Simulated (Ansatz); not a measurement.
Bi, 2 atoms in the cell. It takes space group C2/m (No. 12, monoclinic). Conventional cell: a = 6.977 Å, b = 6.265 Å, c = 3.359 Å, α = 90.00°, β = 112.04°, γ = 90.00°. Bi (site symmetry m) has 6 Bi at 3.21 to 3.45 Å as nearest neighbours. This isn't the form of Bi at room conditions, which is rhombohedral.

| Item | Value |
| --- | --- |
| Program | Ansatz 0.2.0 |
| Task | relaxation of cell and atoms |
| Functional | r2SCAN |
| Dispersion | rVV10 |
| Potentials or basis | Ansatz PAW |
| Cutoff | 500 eV (not typed: the program's choice for these potentials) |
| k mesh | 6 × 6 × 9 |
| Occupations | fermi-dirac, width 0.05 eV |
| Spin | no spin polarisation |

Potentials or basis: Ansatz PAW.

Launch:

```bash
$ ansatz run input.yaml --threads 2 --pin off --max-ram 5632MiB --backend cpu --events-out ev --progress --plain --runs-dir out
```

Hardware: 2 threads of Arm Neoverse V2 (shared host).

Estimate the wall time of this run.

Wall time 75 s on 2 threads of Arm Neoverse V2, with other jobs on the host, peak memory 0.68 GiB. Counts: scf iterations 50, plane waves 1677, k points 97, bands 19, ion steps 7.
